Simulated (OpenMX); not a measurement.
**WS2 (Tungstenite): equation of state with PBE**

The system is WS2 (Tungstenite).

```
CELL_PARAMETERS angstrom
3.18000 0.00000 0.00000
-1.59000 2.75396 0.00000
0.00000 0.00000 12.50000
ATOMIC_POSITIONS crystal
W 0.66667 0.33333 0.75000
W 0.33333 0.66667 0.25000
S 0.66667 0.33333 0.37500
S 0.33333 0.66667 0.87500
S 0.66667 0.33333 0.12500
S 0.33333 0.66667 0.62500
```

```
Program                           : OpenMX 3.8.5
Task                              : equation of state
Functional                        : PBE
Potentials or basis               : OpenMX 2013 PBE set, W7.0-s3p2d2, S7.0-s2p2d1, fixed grid of 32 × 32 × 150 points
k mesh                            : 11 × 11 × 3
Occupations                       : fermi-dirac, width 0.05 eV
Spin                              : no spin polarisation
Mixing scheme                     : rmm-diisk
SCF threshold                     : 1e-08 Ha
Solver                            : band
Grid points, held for all volumes : 32 × 32 × 150
```

```json
{"Equilibrium volume": "18.90 Å³/atom", "Bulk modulus at fixed shape and positions": "147 GPa", "Pressure derivative of the bulk modulus": "4.4"}
```

Energy against volume, from the lowest point:
| volume (Å³/atom) | energy (meV/atom) |
| --- | --- |
| 17.150 | 88.54 |
| 17.515 | 53.37 |
| 17.880 | 27.86 |
| 18.245 | 11.01 |
| 18.610 | 1.99 |
| 18.975 | 0.00 |
| 19.340 | 4.32 |

Caveat: volumes in these bases differ from converged ones by about 1 %, for some elements by several; the cell was scaled at fixed shape and fractional positions, which overstates the stiffness of a crystal with free parameters, most of all of layers and chains; this functional lacks dispersion, which binds the layers, so the pressure and a relaxed spacing across them are unreliable; the basis of atomic orbitals isn't converged, which shifts pressures, moduli and gaps. The run has no spin-orbit coupling, so splittings on W are missing.
